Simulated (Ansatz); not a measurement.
```
CELL_PARAMETERS angstrom
0.00000 2.71550 2.71550
2.71550 0.00000 2.71550
2.71550 2.71550 0.00000
ATOMIC_POSITIONS crystal
Si 0.00000 0.00000 0.00000
Si 0.25000 0.25000 0.25000
```

| Property | Result |
| --- | --- |
| datasets | soft PAW set, first generation |
| k mesh | 6×6×6 |
| empty bands | 399 |
| response cutoff | 180 eV |
| frequencies | plasmon pole, fitted at the program's default frequency |
| q → 0 term | analytic weight of Carrier, Rohra and Görling |
| points solved | Γ, L, X |
| band sums | cut at the band count |

A G0W0 run in Ansatz gave a mean-field gap (from Γ to X) of 0.71 eV and a quasiparticle gap of 1.17 eV, with ε∞ = 15.3 on this mesh.

(1) Which functional supplied the orbitals?
A. PBE
B. LDA
C. PBEsol

## Answers

(1) A. For comparison, on the same cell, mesh, edges, bands and response cutoff: PBEsol 0.59 → 1.14 eV; LDA 0.60 → 1.12 eV. Wave cutoffs: PBEsol 420 eV, LDA 420 eV, PBE 420 eV.

Soft PAW datasets can miss an all-electron G0W0 gap by more than 5 %. The PAW or pseudopotential files were made with PBE. Band sums or response are cut, so the gap isn't at its basis limit. The gap is read among the points solved; the crystal's band edges can lie elsewhere. Meshes this coarse can overestimate the dielectric constant by a tenth and more.
